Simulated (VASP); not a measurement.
Runs of VASP 6.6.1 on BAs. The structure is cubic, space group F-43m (No. 216). Conventional cell: a = 4.777 Å, b = 4.777 Å, c = 4.777 Å, α = 90.00°, β = 90.00°, γ = 90.00°. B (site symmetry -43m) has 4 As at 2.07 Å as nearest neighbours. As (site symmetry -43m) has 4 B at 2.07 Å as nearest neighbours. 

```tsv
task	level	cell	k mesh	cutoff (eV)	grid for exact exchange (PRECFOCK)	exchange at q = 0	screening parameter	share of exact exchange	gap on the mesh (eV)	pressure (GPa)
band structure	PBE0	as given	6 × 6 × 6	520	Fast	truncated	-	-	(a)	-0.7
band structure	HSE06	as given	6 × 6 × 6	520	Fast	-	0.2 1/A	-	(b)	-0.6
relaxation of cell and atoms	PBEsol	relaxed	10 × 10 × 10	600	-	-	-	-	1.08	0.1
band structure	PBE-EpsX	as given	6 × 6 × 6	520	Fast	truncated	-	0.1013	1.81	1.8
```

Alike in all rows: potentials or basis VASP PAW PBE potentials, release 64 (B, As); no spin polarisation; smearing gaussian 0.03 eV.

Estimate the missing entries.

(a) 2.62; (b) 1.96.

Caveats: the PAW data sets were made with another functional, which shifts forces and pressure a little; the relaxation stopped at its first step, so nothing moved (some runs).

A k mesh can miss the band edges, and the runs leave out spin-orbit coupling on As.

Runs at the PBE level aren't shown here.
